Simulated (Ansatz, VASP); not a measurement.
W in VASP and in Ansatz

File INCAR:

```
SYSTEM = W
PREC     = Accurate       ! precision mode
ENCUT    = 520            ! plane-wave cutoff, eV
EDIFF    = 1E-7           ! SCF threshold, eV
ISMEAR   = 0              ! smearing method
SIGMA    = 0.15           ! smearing width, eV
LREAL    = .False.        ! projectors in reciprocal space
LASPH    = .True.         ! aspherical terms in the spheres
NELM     = 60             ! most SCF steps
ALGO     = Fast           ! electronic algorithm
ISIF     = 2              ! what is computed and relaxed
LWAVE    = .False.        ! write WAVECAR
LCHARG   = .False.        ! write CHGCAR
GGA      = PS             ! functional
NBANDS   = 13             ! bands
```

Contents of KPOINTS:

```
regular mesh
0
Gamma
  20 20 20
  0 0 0
```

Contents of POSCAR:

```
W
1.0
    0.0000000000      2.0604500000      1.9995500000
    2.0604500000      0.0000000000      1.9995500000
    2.0604500000      2.0604500000      0.0000000000
W
1
Direct
    0.0000000000      0.0000000000      0.0000000000
```

Input for Ansatz:

```yaml
crystal:
  lattice:
    - [0.0, 2.06045, 1.99955]
    - [2.06045, 0.0, 1.99955]
    - [2.06045, 2.06045, 0.0]
  atoms:
    - { symbol: W, position: [0.0, 0.0, 0.0] }
basis:
  ecutwfc: 420
kpoints:
  mp_grid: { grid: [20, 20, 20] }
hamiltonian:
  xc: pbesol
scf:
  occupations: { method: gaussian, width: 0.15 }
output:
  forces: true
  stress: true
  eigenvalues: true
  write_density: true
  write_potential: true
  elf: true
  volumetric_format: npy
```

Change from the starting cell: strain +0.015 along x and y, -0.015 along z, atoms carried along.

Alike in both runs: task single point; functional PBEsol; k mesh 20 × 20 × 20; occupations gaussian, width 0.15 eV; no spin polarisation.

```csv
,VASP,Ansatz
version,VASP 6.6.1,Ansatz 0.2.0
potentials or method,"VASP PAW PBE potentials, release 64 (W_sv)","scalar-relativistic, plane waves, PAW"
plane-wave cutoff (eV),520,420
valence electrons in the cell,14,14
```

```tsv
	VASP	Ansatz	Ansatz less VASP
gap on the k mesh at the Fermi level (eV)	none	none	-
pressure (GPa)	-15.7	-16.2	-0.41
largest component of the traceless stress (GPa)	6.46	6.42	-0.037
```

A gap of «none» marks a metal or a gap that the smearing closes. With one functional, cell and mesh, what is left measures potentials, basis and numerics.

Caveats: so large a pressure means that the cell lies far from this level's equilibrium, or that cutoff or potentials fall short (VASP); the potentials were made for another functional, which shifts forces and pressure (VASP). The runs have no spin-orbit coupling, so splittings on W are missing.
